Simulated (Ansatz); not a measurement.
CdF2, one cell by several methods

```
CELL_PARAMETERS angstrom
0.00000 2.69400 2.64012
2.69400 0.00000 2.64012
2.69400 2.69400 0.00000
ATOMIC_POSITIONS crystal
Cd 0.00000 0.00000 0.00000
F 0.25000 0.25000 0.25000
F 0.75000 0.75000 0.75000
```

Atoms are numbered in the order listed.

The cell comes from COD entry 9009006, which wasn't checked; take it as a given geometry. The listed cell was then made from it by scaling, straining or moving an atom.

Methods: DFT, LDA, PAW with Ansatz's default frozen-core files, scalar-relativistic (Ansatz 0.2.0); DFT, LDA, all-electron PAW with datasets made for the crystal, scalar-relativistic (Ansatz 0.2.0); DFT, LDA, all-electron LAPW, scalar-relativistic (Ansatz 0.2.0).

For PAW: a Γ-centred 8×8×8 k mesh, Fermi–Dirac smearing of 0.02 eV, cutoff 420 eV, no spin polarisation; the PAW files were made with PBE, and the program remakes their frozen cores for this functional. The crystal-made all-electron datasets (AE datasets) take a cutoff of 340 eV at this cell. LAPW targets a basis error of 1 meV/atom. The Ansatz runs share mesh, smearing and spin set-up. Plane-wave (PAW) pressures include the program's estimate of the Pulay term.

Stress and pressure are positive in compression.

Spin–orbit coupling is left out, which moves gradients at and beside heavy atoms by some per cent and at worst by a factor of two.

```
                                               quantity    PAW  AE datasets   LAPW
                                         pressure (GPa)  -3.61        -3.58  -3.58
                                        stress xx (GPa)  -4.39        -4.35  -4.35
                                        stress zz (GPa)  -2.06        -2.02  -2.02
                                          band gap (eV)  2.866        2.851  2.851
largest principal field gradient Vzz at Cd1 (10²¹ V/m²)   0.52         0.52      –
 largest principal field gradient Vzz at F2 (10²¹ V/m²)  -0.59        -0.59      –
```

PAW's pressure differs from the LAPW value by -0.04 GPa.
